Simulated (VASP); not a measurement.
Here is a VASP 6.6.1 calculation.

INCAR

```
PREC = Accurate
ENCUT = 520
EDIFF = 1E-7
ISMEAR = -1
SIGMA = 0.05
LREAL = F
LASPH = T
NELM = 100
ALGO = Normal
ISIF = 2
LWAVE = F
LCHARG = T
LDIPOL = T
IDIPOL = 3
DIPOL = 0.5 0.5 0.500
GGA = PE
LELF = T
LVHAR = T
LVACPOTAV = T
NBANDS = 48
```

File KPOINTS:

```
Automatic mesh
0
Gamma
  9 9 1
```

File POSCAR:

```
In
1.0
    3.3638438630      0.0000000000      0.0000000000
   -1.6819219315      2.9131742397      0.0000000000
    0.0000000000      0.0000000000     28.4996354500
In
6
Direct
    0.6666666700      0.3333333400      0.2631612609
    0.0000000000      0.0000000000      0.3578967565
    0.3333333300      0.6666666600      0.4526322522
    0.0000000000      0.0000000000      0.5473677478
    0.6666666700      0.3333333400      0.6421032435
    0.0000000000      0.0000000000      0.7368387391
```

Potentials or basis: VASP PAW PBE potentials, release 64 (In_d).

Launch:

```sh
$ cat potpaw_PBE.64/In_d/POTCAR > POTCAR
$ mpirun -np 1 vasp_std > vasp.out
```

Task: What does it give for the band gap on the k mesh?

Result: None (metal or under the smearing width).

Task: Predict the largest force.

Result: 0.221 eV/Å.

Task: Estimate the work function of the lower face.

Result: 3.95 eV.

Forces in eV/Å, atoms in the order of the input:
```
In   0.000  0.000 -0.221
In   0.000  0.000  0.087
In   0.000  0.000 -0.061
In   0.000  0.000  0.091
In   0.000  0.000 -0.019
In   0.000  0.000  0.124
```
